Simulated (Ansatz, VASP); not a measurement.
Cl in VASP and in Ansatz

File INCAR:

```
SYSTEM = Cl
PREC = Accurate ; ENCUT = 520
EDIFF = 1E-6 ; ISMEAR = -1
SIGMA = 0.08 ; LREAL = .FALSE.
LASPH = .TRUE. ; NELM = 60
ALGO = Normal ; ISIF = 2
LWAVE = .FALSE. ; LCHARG = .FALSE.
GGA = PS ; NBANDS = 10
```

Contents of KPOINTS:

```
regular mesh
0
G
  15 15 15
  0 0 0
```

POSCAR

```
Cl
1.0
    2.3500767920      0.0000000000      0.0000000000
    0.0000000000      2.3500767920      0.0000000000
    0.0000000000      0.0000000000      2.3500767920
Cl
1
Direct
    0.0000000000      0.0000000000      0.0000000000
```

Input for Ansatz:

```yaml
crystal:
  lattice:
    - [2.350076792, 0.0, 0.0]
    - [0.0, 2.350076792, 0.0]
    - [0.0, 0.0, 2.350076792]
  atoms:
    - { symbol: Cl, position: [0.0, 0.0, 0.0] }
kpoints:
  mp_grid: { grid: [15, 15, 15] }
scf:
  occupations: { method: fermi_dirac, width: 0.08 }
hamiltonian:
  xc: pbesol
  pseudopotentials: { kind: all_electron, lapw: { basis_error: 0.001 } }
output:
  forces: true
  stress: true
  eigenvalues: true
  populations: true
```

Change from the starting cell: volume scaled by 0.6, LAPW.

Alike in both runs: task single point; functional PBEsol; k mesh 15 × 15 × 15; occupations fermi-dirac, width 0.08 eV; no spin polarisation.

```csv
,VASP,Ansatz
version,VASP 6.6.1,Ansatz 0.2.0
potentials or method,"VASP PAW PBE potentials, release 64 (Cl)","all-electron LAPW, scalar-relativistic"
plane-wave cutoff (eV),520,see its input
```

```tsv
	VASP	Ansatz	Ansatz less VASP
pressure (GPa)	78.2	78.3	+0.09
```

Ansatz ran all-electron here, so the differences hold the error of VASP's frozen core and of both bases.

Caveats: the cell as given lies far from equilibrium; so large a pressure means that the cell lies far from this level's equilibrium, or that cutoff or potentials fall short (VASP); the potentials were made for another functional, which shifts forces and pressure (VASP); an odd number of electrons without spin polarisation forces a metal; a magnetic or distorted state may lie lower.
